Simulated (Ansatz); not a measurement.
A single-point calculation of a 3-atom cell of BaF2 built on the fluorite structure (relaxed group Fm-3m) with the plane-wave code Ansatz, at the level HSE06. The cell was relaxed beforehand with r2SCAN.

The input:
```yaml
crystal:
  lattice:
    - [0.0, 3.0971615099, 3.0971615099]
    - [3.0971615099, 0.0, 3.0971615099]
    - [3.0971615099, 3.0971615099, 0.0]
  atoms:
    - { symbol: Ba, position: [0.0, 0.0, 0.0] }
    - { symbol: F, position: [0.75, 0.75, 0.75] }
    - { symbol: F, position: [0.25, 0.25, 0.25] }
kpoints:
  mp_grid: { grid: [6, 6, 6] }
  band_path:
    path:
      - [0.0, 0.0, 0.0]
      - [0.5, 0.0, 0.5]
      - [0.625, 0.25, 0.625]
      - [0.375, 0.375, 0.75]
      - [0.5, 0.5, 0.5]
      - [0.5, 0.25, 0.75]
      - [0.0, 0.229167, -0.229167]
    npoints: 1
hamiltonian:
  xc: hse06
scf:
  occupations: { method: fixed }
  n_extra_bands: 4
output:
  forces: true
  stress: true
  eigenvalues: true
  write_density: true
  write_potential: true
  elf: true
  volumetric_format: npy
```

Wall time 61 s on 1 × NVIDIA H100 80GB HBM3 with 2 threads of AMD EPYC 7R13 Processor (Zen 3), with other jobs on the host, load about 2.3 per core; peak host memory 2.8 GiB.

Main lines of the log:
```
Functional definition: HSE06
Crystal: 3 atoms, lattice volume = 59.418 Å³
Basis set: ecut = 420 eV, 1211 PW (Γ)
Bands: 16, of which v1, the nominal top of the filled ones, is band 12 counted from 1 (11 counted from 0)
Symmetry: 48 space group operations
Space group: Fm-3m (ITA 225)
k-points: 16 of 216
[warm-up without exact exchange]
SCF iter   1: HF=-7572.401425 eV  Δρ=5.80e-4  dr2=7.25e-5
SCF iter   2: HF=-7572.402282 eV  Δρ=2.73e-4  dr2=2.13e-5
SCF 1 stopped early in 2 iterations: F = -7572.402405 eV  dr2 = 2.13e-5
[exact exchange on]
Exchange kernel: α = 0.2500, screened, ω = 0.2079 Å⁻¹, Wigner–Seitz truncation, v(0) = 1046.8617 eV·Å³, q-mesh 6×6×6
SCF iter   1: HF=-7576.968473 eV  Δρ=8.64e-3  dr2=5.82e-2
preconditioner: auto → none  [insulator: Δε(μ)=8.979 eV  ℏωp=23.6 eV]
SCF iter   2: HF=-7576.952523 eV  Δρ=6.63e-3  dr2=9.02e-3
SCF iter   3: HF=-7576.956558 eV  Δρ=2.26e-3  dr2=1.71e-3
SCF iter   4: HF=-7576.955960 eV  Δρ=9.79e-4  dr2=3.66e-4
SCF iter   5: HF=-7576.955850 eV  Δρ=7.32e-5  dr2=5.01e-5
SCF iter   6: HF=-7576.956389 eV  Δρ=7.01e-4  dr2=1.91e-4
SCF iter   7: HF=-7576.956327 eV  Δρ=3.73e-5  dr2=1.20e-6
SCF 2 stopped early in 7 iterations: F = -7576.956326 eV  dr2 = 1.20e-6
hybrid outer 1: dexx = +8.053e-3 eV, tail = 1.60e-5 eV
SCF iter   1: HF=-7576.956397 eV  Δρ=5.91e-5  dr2=1.71e-6
SCF iter   2: HF=-7576.956397 eV  Δρ=2.70e-5  dr2=2.32e-7
SCF iter   3: HF=-7576.956397 eV  Δρ=3.62e-5  dr2=4.14e-7
SCF iter   4: HF=-7576.956397 eV  Δρ=1.40e-5  dr2=6.66e-8
SCF iter   5: HF=-7576.956397 eV  Δρ=1.98e-6  dr2=1.76e-9
SCF 3 converged in 5 iterations: F = -7576.956397 eV  dr2 = 1.76e-9
hybrid outer 2: dexx = +1.659e-7 eV, tail = 7.80e-9 eV, Δε = 1.81e-3 eV
hybrid SCF converged: 2 outer / 12 inner (+2 warm-up)
Free energy (F): -7576.956397 eV
Fermi energy:    1.587154 eV
--- Per-component energies (eV) ---
  E_band       = -145.717327
  E_kinetic    = 587.884803
  E_local      = -1552.134812
  E_nonlocal   = 200.434822
  E_hartree    = 589.466951
  E_xc         = -264.878077
  E_vxc        = -273.855359
  E_exx        = -72.535726
  E_paw        = -5624.706852
  E_vpaw       = -141.911795
  E_ewald      = -1440.283003
  E_core_change = -0.208623
--- Stress (GPa, compression-positive) ---
        0.372953       0.000000       0.000000
        0.000000       0.372953       0.000000
        0.000000       0.000000       0.372953
  P = ⅓ Tr σ = 0.3730 GPa (3.730 kbar)
```

The file bands.tsv (bands near the Fermi energy, numbered from 0, rounded):
```tsv
# k_distance	band_7	band_8	band_9	band_10	band_11	band_12	band_13	band_14	band_15
# fermi_ev = 1.587154
# [0, 0, 0] at k_distance = 0.000000
# [0.5, 0, 0.5] at k_distance = 1.014346
# [0.625, 0.25, 0.625] at k_distance = 1.372971
# [0.375, 0.375, 0.75] at k_distance = 1.994129
# [0.5, 0.5, 0.5] at k_distance = 2.615286
# [0.5, 0.25, 0.75] at k_distance = 3.332537
# [0, 0.229167, -0.229167] at k_distance = 4.963965
# levels_relative_to = fermi_ev
0.000	-1.536	-1.536	-0.084	-0.084	-0.084	8.793	11.407	11.407	13.765
1.014	-0.372	-0.372	-0.274	-0.274	-0.179	9.254	11.242	12.987	14.347
1.373	-0.554	-0.488	-0.298	-0.239	-0.166	9.533	11.609	12.150	12.952
1.994	-0.554	-0.488	-0.298	-0.239	-0.166	9.533	11.609	12.150	12.952
2.615	-1.111	-0.681	-0.339	-0.147	-0.147	11.337	11.381	11.381	11.562
3.333	-0.527	-0.329	-0.329	-0.319	-0.234	9.540	12.017	12.132	12.132
4.964	-0.958	-0.787	-0.609	-0.279	0.028	10.253	11.300	11.711	12.590
```
In order the rows are Γ, X, U, K, L, W, K–Γ (0.39).

Planar averages along the third cell vector, from rho_z.tsv and v_z.tsv (valence density with its augmentation; electrostatic potential energy of an electron, of which only differences have a meaning):
```
z (Å)  ρ (e/Å³)  v_es (eV)
 0.00     0.360       0.07
 0.29     0.393       0.28
 0.58     0.504       0.19
 0.88     0.654       1.10
 1.17     0.634       3.26
 1.46     0.398       5.86
 1.75     0.177       8.36
 2.04     0.090       9.80
 2.19     0.081       9.85
 2.48     0.120       9.34
 2.77     0.271       7.14
 3.07     0.531       4.54
 3.36     0.676       2.07
 3.65     0.586       0.48
 3.94     0.437       0.18
 4.23     0.368       0.19
```

HSE06 gives an indirect gap of 8.76 eV, from K–Γ (0.39 of the way from K) to Γ; the least direct gap is 8.88 eV at Γ. Edges are sought over the mesh and the listed points. The mean stress, +0.4 GPa, is small, and the program warns that its thresholds are loose for a hybrid's stress.

Calculated for a static, non-magnetic cell.

The runs are scalar-relativistic, without spin-orbit coupling.

The meshes of the hybrids are coarse, so their gaps aren't converged to the digits shown.
